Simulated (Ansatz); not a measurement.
The system is Tl.

```
Tl
1.0
     3.50864    0.00000    0.00000
    -1.75432    3.03857    0.00000
     0.00000    0.00000   11.26560
Tl
4
Direct
  0.66667 0.33333 0.75000
  0.00000 0.00000 0.50000
  0.33333 0.66667 0.25000
  0.00000 0.00000 0.00000
```

| Quantity | Value |
| --- | --- |
| Program | Ansatz 0.2.0 |
| Task | single point |
| Functional | PBEsol |
| Potentials or basis | Ansatz PAW |
| Cutoff | 420 eV (not typed: the program's choice for these potentials) |
| k mesh | 9 × 9 × 3 |
| Occupations | fermi-dirac, width 0.05 eV |
| Spin | no spin polarisation |

On this cell: pressure -1.7 GPa; largest force under 0.003 eV/Å; band gap on the k mesh none (metal or under the smearing width).

The same run follows on a disturbed copy (atoms moved at random, drawn with an rms of 0.05 Å):

```
CELL_PARAMETERS angstrom
3.50864 0.00000 0.00000
-1.75432 3.03857 0.00000
0.00000 0.00000 11.26560
ATOMIC_POSITIONS crystal
Tl 0.67044 0.33594 0.75374
Tl 0.00247 0.01175 0.49824
Tl 0.33059 0.66143 0.24770
Tl 0.00829 0.00213 0.00068
```

Question: What does the disturbed cell give?

Answer: The energy (extrapolated to zero smearing) moves by +0.7 meV/atom; pressure -1.7 GPa; largest force 0.088 eV/Å; band gap on the k mesh none (metal or under the smearing width).

Forces on the atoms (eV/Å):
```
Tl   0.000 -0.001 -0.088
Tl   0.003 -0.004  0.046
Tl   0.001  0.003  0.036
Tl  -0.005  0.002  0.006
```

Stress tensor (GPa, compression positive):
```
-1.72 -0.01  0.00
-0.01 -1.65  0.00
 0.00  0.00 -1.76
```

Caveats: the PAW data sets come from PBE, with cores solved anew for the run's functional, which leaves a small shift of forces and pressure.
